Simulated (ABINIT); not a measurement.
Write the native input for ABINIT 10.8.3 (patched build) that does the following.

* Task: equation of state
* Functional: BP86
* Potentials or basis: JTH PAW PBE v2.0
* Cutoff: 599 eV
* k mesh: 7 × 7 × 7
* Occupations: fermi-dirac, width 0.05 eV
* Spin: no spin polarisation
* Fine-grid cutoff: 1197.3 eV
* Exchange and correlation inside the PAW spheres: full angular mesh (pawxcdev 0, this build's default; the released program takes 1)

Crystal: TePb.

```
Pb Te
1.0
     4.00229    0.00000    0.00000
     0.00000    4.00229    0.00000
     0.00000    0.00000    4.00229
Pb Te
1 1
Direct
  0.00000 0.00000 0.00000
  0.50000 0.50000 0.50000
```

Measurements of this composition are mostly on another form, of space group No. 225.

These files were run (other wordings do the same):

run.abi

```
# Datasets: one volume each
ndtset 7
getwfk -1
scalecart1 3*0.9795861087
scalecart2 3*0.9864848297
scalecart3 3*0.9932883884
scalecart4 3*1.0000000000
scalecart5 3*1.0066227096
scalecart6 3*1.0131594038
scalecart7 3*1.0196128224

# Pseudopotentials
pp_dirpath "./"
pseudos "Pb.GGA_PBE-JTH.xml, Te.GGA_PBE-JTH.xml"

# Structure
acell 4.002287 4.002287 4.002287 Angstrom
rprim
     1.0000000000     0.0000000000     0.0000000000
     0.0000000000     1.0000000000     0.0000000000
     0.0000000000     0.0000000000     1.0000000000
ntypat 2
znucl 82 52
natom 2
typat 1 2
xred
     0.0000000000     0.0000000000     0.0000000000
     0.5000000000     0.5000000000     0.5000000000

# Plane-wave basis
ecut 22.0
pawecutdg 44.0

# k points
kptopt 1
ngkpt 7 7 7
nshiftk 1
shiftk 0.0 0.0 0.0

# Exchange and correlation
ixc -106132

# Bands and occupations
nband 14
occopt 3
tsmear 0.00183747

# SCF cycle
nstep 100
tolvrs 1.0e-9

# Output
iomode 3
prtwf 1
prtden 0
prteig 0
prtebands 0
```

Potentials or basis: JTH PAW PBE v2.0.

Launch:

```sh
$ abinit run.abi > log 2>&1
```

It gave:

```json
{
  "Equilibrium volume": "32.44 Å³/atom",
  "Bulk modulus": "40 GPa",
  "Pressure derivative of the bulk modulus": "4.0"
}
```

Caveat: pressures at fixed basis lie under the slope of the energies; the PAW data sets were made with another functional, which shifts forces and pressure a little.

It took 2.1 min on 1 thread of Arm Neoverse V1 (shared host), peak memory 0.16 GiB.
